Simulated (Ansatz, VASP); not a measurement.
One calculation of Y, two programs

File INCAR:

```
SYSTEM = Y
  ALGO = Normal
  EDIFF = 1E-7
  ENCUT = 520
  ISIF = 2
  ISMEAR = -1
  LASPH = .TRUE.
  LCHARG = .FALSE.
  LREAL = .FALSE.
  LWAVE = .FALSE.
  NBANDS = 12
  NELM = 100
  PREC = Accurate
  SIGMA = 0.08
```

The input KPOINTS:

```
k-points
0
G
  13 13 13
  0 0 0
```

Contents of POSCAR:

```
Y
1.0
    0.0000000000      2.1565276845      2.1565276845
    2.1565276845      0.0000000000      2.1565276845
    2.1565276845      2.1565276845      0.0000000000
Y
1
Direct
    0.0000000000      0.0000000000      0.0000000000
```

Input for Ansatz:

```yaml
crystal:
  lattice:
    - [0.0, 2.1565276845, 2.1565276845]
    - [2.1565276845, 0.0, 2.1565276845]
    - [2.1565276845, 2.1565276845, 0.0]
  atoms:
    - { symbol: "Y", position: [0.0, 0.0, 0.0] }
kpoints:
  mp_grid: { grid: [13, 13, 13] }
scf:
  occupations: { method: fermi_dirac, width: 0.08 }
hamiltonian:
  xc: lda
  pseudopotentials: { kind: all_electron, lapw: { basis_error: 0.001 } }
output:
  forces: true
  stress: true
  eigenvalues: true
  populations: true
```

Change from the starting cell: volume scaled by 0.68, LAPW.

Alike in both runs: task single point; functional LDA; k mesh 13 × 13 × 13; occupations fermi-dirac, width 0.08 eV; no spin polarisation.

|  | VASP | Ansatz |
| --- | --- | --- |
| version | VASP 6.6.1 | Ansatz 0.2.0 |
| potentials or method | VASP PAW LDA potentials, release 64 (Y_sv) | all-electron LAPW, scalar-relativistic |
| plane-wave cutoff (eV) | 520 | see its input |

Ansatz gave:

```
pressure (GPa) : 31.2
```

Estimate VASP's values.

pressure (GPa): 30.9.

Ansatz ran all-electron here, so the differences hold the error of VASP's frozen core and of both bases.

Caveats: so large a pressure means that the cell lies far from this level's equilibrium, or that cutoff or potentials fall short (VASP).
